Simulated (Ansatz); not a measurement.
Data:

```
CELL_PARAMETERS angstrom
      0.00000     2.92864     3.03465
      2.92864     0.00000     3.03465
      2.92864     2.92864     0.00000
ATOMIC_POSITIONS crystal
  Sr 0.00000 0.00000 0.00000
  F  0.25000 0.25000 0.25000
  F  0.75000 0.75000 0.75000
```

No spin polarisation.

Level of theory: plane-wave PAW DFT at the PBE level (Ansatz, a program for electronic structure, 420 eV), spin-orbit coupling left out. k-mesh 10×10×10 (Γ-centred); smearing 0.05 eV (Fermi–Dirac).

What is the computed band gap?

6.52 eV.

Estimate the stress (xx, yy, zz, yz, xz, xy; compression positive).

(-1.23, -1.23, -3.94, 0.00, 0.00, 0.00) GPa.

What electron mass does the calculation give?

0.52 mₑ (at Γ).

The cells carry an imposed strain or load. Masses are band curvatures over ±0.01 Å⁻¹ around the edge. Stability against distortions was not tested. The cell was made from SrF2 in the fluorite structure (space group Fm-3m, No. 225) by this change: uniaxial strain ε_zz = +3.62 %.
